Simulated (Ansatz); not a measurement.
# O on Cu(111): change of the work function, part 2 of 2

Aim: the work function of Cu(111) at several coverages of O (fcc site), and the dipole that each adsorbate carries.

Ansatz 0.2.0; plane-wave DFT, PBE, Ansatz PAW (set soft_1); PAW set soft_1.

So far, work function, upper face (eV): step 2 (the clean slab) 4.79; step 3 (37 atoms, coverage 0.111 ML, cell 3x3) 5.23; step 4 (17 atoms, coverage 0.25 ML, cell 2x2) 5.72.

## Step 5: Adsorbate added, k-mesh 6×6×1, coverage 0.5 ML

System of this step: Cu8O (O/Cu(111)). The cell holds 18 atoms: 16 Cu and 2 O. Cell: a = 5.105 Å, b = 5.105 Å, c = 25.662 Å, α = 90.0°, β = 90.0°, γ = 60.0°. Vacuum lies along c.

input.yaml

```yaml
crystal:
  lattice:
    - [5.1053109602, 1.0e-10, 0.0]
    - [2.5526554801, 4.4213289858, 0.0]
    - [0.0, 0.0, 25.6623614222]
  atoms:
    - { symbol: Cu, position: [0.0, 0.0, 0.3507081773] }
    - { symbol: Cu, position: [0.1666666667, 0.1666666667, 0.431925741] }
    - { symbol: Cu, position: [0.3333333333, 0.3333333333, 0.5131433046] }
    - { symbol: Cu, position: [0.0, 0.0, 0.5943608683] }
    - { symbol: Cu, position: [0.0, 0.5, 0.3507081773] }
    - { symbol: Cu, position: [0.1666666667, 0.6666666667, 0.431925741] }
    - { symbol: Cu, position: [0.3333333333, 0.8333333333, 0.5131433046] }
    - { symbol: Cu, position: [0.0, 0.5, 0.5943608683] }
    - { symbol: Cu, position: [0.5, 0.0, 0.3507081773] }
    - { symbol: Cu, position: [0.6666666667, 0.1666666667, 0.431925741] }
    - { symbol: Cu, position: [0.8333333333, 0.3333333333, 0.5131433046] }
    - { symbol: Cu, position: [0.5, 0.0, 0.5943608683] }
    - { symbol: Cu, position: [0.5, 0.5, 0.3507081773] }
    - { symbol: Cu, position: [0.6666666667, 0.6666666667, 0.431925741] }
    - { symbol: Cu, position: [0.8333333333, 0.8333333333, 0.5131433046] }
    - { symbol: Cu, position: [0.5, 0.5, 0.5943608683] }
    - { symbol: O, position: [0.1666666667, 0.1666666667, 0.6492918227] }
    - { symbol: O, position: [0.6666666667, 0.1666666667, 0.6492918227] }
kpoints:
  mp_grid: { grid: [6, 6, 1] }
hamiltonian:
  xc: pbe
  pseudopotentials: { kind: paw, azcp: { folder: soft_1 } }
scf:
  occupations: { method: fermi_dirac, width: 0.1 }
  convergence: { dr2_threshold: 1.0e-08 }
efield:
  axis: 3
  dipole_correction: true
  ramp_position: 0.97
  ramp_width: 0.06
relax:
  f_tol: 0.02
  max_steps: 60
  constraints: [{ sites: [0, 1, 4, 5, 8, 9, 12, 13] }]
output:
  dos: { projected: true, e_range: [-8, 4] }
  write_potential: true
  write_density: true
  volumetric_format: npy
  elf: true
```

Run with:

```bash
$ ansatz run input.yaml --threads 4 --pin off --max-ram 16384MiB --backend cpu --events-out ev --progress --plain --runs-dir out
```

It took 6.8 min on 4 threads of Arm Neoverse V1, shared host; peak memory 3.1 GiB; 26 min of CPU time.

The steps of the relaxation:

| step | energy less that of the first step (eV) | largest force component (eV/Å) |
| --- | --- | --- |
| 1 | 0.0000 | 2.3574 |
| 2 | -0.3934 | 1.7894 |
| 3 | -0.7895 | 0.5277 |
| 4 | -0.8310 | 0.1243 |
| 5 | -0.8409 | 0.0660 |
| 6 | -0.8422 | 0.0037 |

The run keeps the 4 symmetry operations that it works with, so distortions that break them were not tested.

The atoms that moved most (Å):

| atom | dx | dy | dz | length |
| --- | --- | --- | --- | --- |
| O18 | 0.000 | 0.067 | -0.246 | 0.255 |
| O17 | 0.000 | 0.067 | -0.246 | 0.255 |
| Cu4 | 0.000 | -0.116 | 0.159 | 0.197 |
| Cu12 | 0.000 | -0.116 | 0.159 | 0.197 |
| Cu16 | 0.000 | 0.013 | -0.051 | 0.052 |
| Cu8 | 0.000 | 0.013 | -0.051 | 0.052 |
| Cu7 | 0.000 | 0.009 | 0.039 | 0.040 |
| Cu15 | 0.000 | 0.009 | 0.039 | 0.040 |

Final coordinates:

```cif
data_structure
_symmetry_space_group_name_H-M 'P 1'
_symmetry_Int_Tables_number 1
_cell_length_a 5.1053
_cell_length_b 5.1053
_cell_length_c 25.6624
_cell_angle_alpha 90.000
_cell_angle_beta 90.000
_cell_angle_gamma 60.000
_cell_volume 579.26
loop_
_atom_site_label
_atom_site_type_symbol
_atom_site_fract_x
_atom_site_fract_y
_atom_site_fract_z
_atom_site_occupancy
Cu1 Cu 0.00000 0.00000 0.35071 1
Cu2 Cu 0.16667 0.16667 0.43193 1
Cu3 Cu 0.33336 0.33329 0.51176 1
Cu4 Cu 0.01307 0.97387 0.60057 1
Cu5 Cu 0.00000 0.50000 0.35071 1
Cu6 Cu 0.16667 0.66667 0.43193 1
Cu7 Cu 0.33236 0.83528 0.51467 1
Cu8 Cu 0.99850 0.50301 0.59238 1
Cu9 Cu 0.50000 0.00000 0.35071 1
Cu10 Cu 0.66667 0.16667 0.43193 1
Cu11 Cu 0.83336 0.33329 0.51176 1
Cu12 Cu 0.51307 0.97387 0.60057 1
Cu13 Cu 0.50000 0.50000 0.35071 1
Cu14 Cu 0.66667 0.66667 0.43193 1
Cu15 Cu 0.83236 0.83528 0.51467 1
Cu16 Cu 0.49850 0.50301 0.59238 1
O17 O 0.15908 0.18184 0.63971 1
O18 O 0.65908 0.18184 0.63971 1
```

The density of states has structure finer than the step of the table below, so its rows give means over 0.5 eV, whole bins alone (the curve runs from -8 to 1.98 eV). Peaks (eV: height): -3.40: 73.9, -2.77: 78.0, -2.65: 74.0, -2.17: 81.2, -1.74: 72.6, -1.68: 89.0, -1.62: 80.0.

The density of states by energy, zero at the Fermi level; means over each step:

| energy (eV) | density of states (states/eV a cell) |
| --- | --- |
| -7.5 | 1.98 |
| -7.0 | 2.36 |
| -6.5 | 3.96 |
| -6.0 | 6.01 |
| -5.5 | 9.86 |
| -5.0 | 14.0 |
| -4.5 | 18.8 |
| -4.0 | 33.5 |
| -3.5 | 39.8 |
| -3.0 | 54.8 |
| -2.5 | 53.0 |
| -2.0 | 59.4 |
| -1.5 | 47.5 |
| -1.0 | 11.8 |
| -0.5 | 6.36 |
| 0.0 | 8.50 |
| 0.5 | 4.63 |
| 1.0 | 5.97 |
| 1.5 | 5.22 |

The relaxation took 6 steps and lowered the energy by 0.84 eV; the largest force on the free atoms ends at 0.0037 eV/Å.

The covered face has 6.68 eV, +1.90 eV against the clean one; the bare back face has moved by +0.06 eV, a measure of how thin the slab is.

## Step 6: The covered slab, k-mesh 12×12×1, coverage 1 ML

System of this step: Cu4O (O/Cu(111)). The cell holds 5 atoms: 4 Cu and 1 O. Cell: a = 2.553 Å, b = 2.553 Å, c = 25.662 Å, α = 90.0°, β = 90.0°, γ = 60.0°. Vacuum lies along c.

input.yaml, the sections that differ from step 5:

```yaml
crystal:
  lattice:
    - [2.5526554801, 0.0, 0.0]
    - [1.27632774, 2.2106644929, 0.0]
    - [0.0, 0.0, 25.6623614222]
  atoms:
    - { symbol: Cu, position: [0.0, 0.0, 0.3507081773] }
    - { symbol: Cu, position: [0.3333333333, 0.3333333333, 0.431925741] }
    - { symbol: Cu, position: [0.6666666667, 0.6666666667, 0.5131433046] }
    - { symbol: Cu, position: [0.0, 0.0, 0.5943608683] }
    - { symbol: O, position: [0.3333333333, 0.3333333333, 0.6492918227] }
kpoints:
  mp_grid: { grid: [12, 12, 1] }
relax:
  f_tol: 0.02
  max_steps: 60
  constraints: [{ sites: [0, 1] }]
output:
  write_potential: true
  write_density: true
  volumetric_format: npy
# hamiltonian, scf, efield: as in step 5
```

Wall time 26 s (4 threads); peak memory 0.49 GiB.

Relaxation path:

```csv
step,energy less that of the first step (eV),largest force component (eV/Å)
1,0.0000,1.6696
2,-0.0832,1.3698
3,-0.1786,0.7359
4,-0.2022,0.0577
5,-0.2024,0.0008
```

Forces are held to the 6 operations that the run works with; a distortion that breaks them can't arise in this run.

The atoms that moved most (Å):

```
atom     dx     dy      dz  length
  O5  0.000  0.000  -0.163   0.163
 Cu4  0.000  0.000   0.060   0.060
 Cu3  0.000  0.000   0.007   0.007
```

The relaxed structure:

```
Cu O
1.0
     2.55266    0.00000    0.00000
     1.27633    2.21066    0.00000
     0.00000    0.00000   25.66236
Cu O
4 1
Cartesian
  0.0000 0.0000 9.0000
  1.2763 0.7369 11.0842
  2.5527 1.4738 13.1757
  0.0000 0.0000 15.3130
  1.2763 0.7369 16.4998
```

Running mean over 2.084 Å of the planar mean; the ramp of the sawtooth is left out. The electron's electrostatic potential energy less the Fermi level by z:

z (Å), electron's electrostatic potential energy less the Fermi level (eV) and a bar from the least value:
```
      3.0        4.9 #########################
      3.5        4.9 #########################
      4.0        4.9 #########################
      4.5        4.9 #########################
      5.0        4.9 #########################
      5.5        4.9 #########################
      6.0        4.8 #########################
      6.5        4.7 #########################
      7.0        4.2 ########################
      7.5        2.0 #####################
      8.0       -3.2 #############
      8.5       -7.9 ######
      9.0       -9.4 ####
      9.5       -9.6 ####
     10.0       -9.6 ####
     10.5       -9.7 ####
     11.0       -9.7 ####
     11.5       -9.7 ####
     12.0       -9.6 ####
     12.5       -9.6 ####
     13.0       -9.7 ####
     13.5       -9.6 ####
     14.0       -9.4 ####
     14.5       -9.6 ####
     15.0      -10.4 ###
     15.5      -12.1 
     16.0      -10.9 ##
     16.5       -4.9 ###########
     17.0        0.5 ###################
     17.5        4.4 ########################
     18.0        7.3 #############################
     18.5        8.1 ##############################
     19.0        8.2 ##############################
     19.5        8.2 ##############################
     20.0        8.2 ##############################
     20.5        8.2 ##############################
     21.0        8.2 ##############################
     21.5        8.2 ##############################
     22.0        8.2 ##############################
     22.5        8.2 ##############################
```

The relaxation took 5 steps and lowered the energy by 0.20 eV; the largest force on the free atoms ends at 7.8e-4 eV/Å.

The covered face has 8.18 eV, +3.39 eV against the clean one; the bare back face has moved by +0.09 eV, a measure of how thin the slab is.

## Step 7: Work function against coverage

This step: plane-wave DFT, PBE, Ansatz PAW (set soft_1); work function against coverage; PAW set soft_1 (Ansatz 0.2.0).

The runs are now put side by side.

This step gave:

```yaml
work_function_of_the_clean_face: 4.786 eV
largest_change_of_the_work_function: 3.394 eV
```

Table of work function of the covered face by coverage:

```
coverage (adsorbates/nm²)  work function of the covered face (eV)
                     0.00                                    4.79
                     1.97                                    5.23
                     4.43                                    5.72
                     8.86                                    6.68
                    17.72                                    8.18
```

The dipole per adsorbate comes from the change of the cell's dipole. Coverage, by row:

```
coverage (1/nm²)  coverage (ML)  work function (eV)  change (eV)  dipole per adsorbate, positive end outwards (debye)  mean height of the added atoms over the highest substrate atom (Å)
           1.969         0.1111               5.229       0.4429                                               -0.565                                                               1.096
            4.43           0.25               5.724       0.9388                                               -0.548                                                               1.102
            8.86            0.5               6.681        1.895                                               -0.551                                                               1.004
           17.72              1                8.18        3.394                                               -0.495                                                               1.187
```

## Step 8: What came out

| Item | Value |
| --- | --- |
| work function of the clean face | 4.79 eV |
| work function at 0.11 ML | 5.23 eV |
| work function at 0.25 ML | 5.72 eV |
| work function at 0.5 ML | 6.68 eV |
| work function at 1 ML | 8.18 eV |
| dipole per adsorbate at 0.11 ML, positive end outwards | -0.56 D |

In words: O raises the work function of Cu(111) at the lowest coverage, by 0.44 eV: the adsorbate layer has its negative end outwards. The slab has 4 layers, at the tabulated experimental lattice constant, one starting site was run, and quantum-size effects of a slab this thin can reach one or two tenths of an eV.

[Logs are printed without paths, hosts, clocks, repeated set-up lines and the standing remarks that a program may print on its own settings, such as how far it seeks lower states.]

[Hosts, paths, dates, database ids (printed as entryN), source tags and the programs' standing remarks are cut or masked in the printed files.]

[Maps of the electrostatic potential energy from Ansatz leave out the sawtooth potential of an applied field or a dipole correction, so their vacuum need not be flat; planar profiles and work functions include it.]

[The density of states shown here was stored with 400 of the rows of the run's finer table, so its peaks can read low, often by over a quarter, or be missed, and its means over a window can be off by a tenth or more.]
